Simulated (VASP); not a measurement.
SnTe, 2 atoms in the cell. The structure is cubic, space group Pm-3m (No. 221). Conventional cell: a = 3.905 Å, b = 3.905 Å, c = 3.905 Å, α = 90.00°, β = 90.00°, γ = 90.00°. Te (site symmetry m-3m) is surrounded by 8 Sn at 3.38 Å. Sn (site symmetry m-3m) is surrounded by 8 Te at 3.38 Å. Measurements of this composition are mostly on another form, of space group No. 225.

* Program: VASP 6.6.1
* Task: single point
* Functional: PBE
* Potentials or basis: VASP PAW PBE potentials, release 64 (Te_GW, Sn_d_GW)
* Cutoff: 500 eV
* k mesh: 3 × 3 × 3
* Occupations: gaussian, width 0.02 eV
* Spin: no spin polarisation
* Further INCAR settings: ALGO = Fast; EDIFF = 1e-06

Potentials or basis: VASP PAW PBE potentials, release 64 (Te_GW, Sn_d_GW).

Launch:

```sh
$ cat potpaw_PBE.64/Te_GW/POTCAR potpaw_PBE.64/Sn_d_GW/POTCAR > POTCAR
$ mpirun -np 1 vasp_std > vasp.out
```

Hardware: 1 thread of Intel(R) Xeon(R) 6975P-C (Granite Rapids), on a shared host.

Problem. How long does it take, and how much memory?

Solution. It took 5.5 s on 1 thread of Intel(R) Xeon(R) 6975P-C (Granite Rapids) (shared host), peak memory 0.15 GiB. Counts: scf iterations 17, k points 4.
